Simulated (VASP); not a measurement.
C:

```
C
1.0
     2.52210    0.00000    0.00000
    -1.26105    2.18420    0.00000
     0.00000    0.00000    8.23710
C
8
Direct
  0.66667 0.33333 0.84375
  0.33333 0.66667 0.34375
  0.66667 0.33333 0.65625
  0.33333 0.66667 0.15625
  0.00000 0.00000 0.90625
  0.00000 0.00000 0.40625
  0.00000 0.00000 0.59375
  0.00000 0.00000 0.09375
```

This is a hexagonal form of diamond, not graphite.

| Item | Value |
| --- | --- |
| Program | VASP 6.6.1 |
| Task | relaxation of cell and atoms |
| Functional | PBE |
| Potentials or basis | VASP PAW PBE potentials, release 64 (C_GW) |
| Cutoff | 630 eV |
| k mesh | 12 × 12 × 4 |
| Occupations | fermi-dirac, width 0.05 eV |
| Spin | no spin polarisation |

At the start: pressure 2.1 GPa; volume 5.67 Å³/atom.

Where does the relaxation end?

Over 6 steps the energy falls by 2.5 meV/atom and the volume is 5.70 Å³/atom (+0.5 %); space group P6_3/mmc (No. 194, to 0.05 Å).

The path:
| step | energy change (eV) | largest force (eV/Å) | pressure (GPa) | volume (Å³) |
| --- | --- | --- | --- | --- |
| 1 | 0.0000 | 0.3285 | 2.07 | 45.38 |
| 2 | 0.0125 | 0.4659 | -2.29 | 45.85 |
| 3 | -0.0202 | 0.0408 | -0.01 | 45.58 |
| 4 | -0.0202 | 0.0346 | 0.03 | 45.58 |
| 5 | -0.0203 | 0.0366 | -0.04 | 45.58 |
| 6 | -0.0204 | 0.0032 | 0.00 | 45.58 |

Final structure:
```
C
1.0
     2.51776    0.00000    0.00000
    -1.25888    2.18044    0.00000
     0.00000    0.00000    8.30291
C
8
Direct
  0.66667 0.33333 0.84446
  0.33333 0.66667 0.34446
  0.66667 0.33333 0.65554
  0.33333 0.66667 0.15554
  0.00000 0.00000 0.90703
  0.00000 0.00000 0.40703
  0.00000 0.00000 0.59297
  0.00000 0.00000 0.09297
```
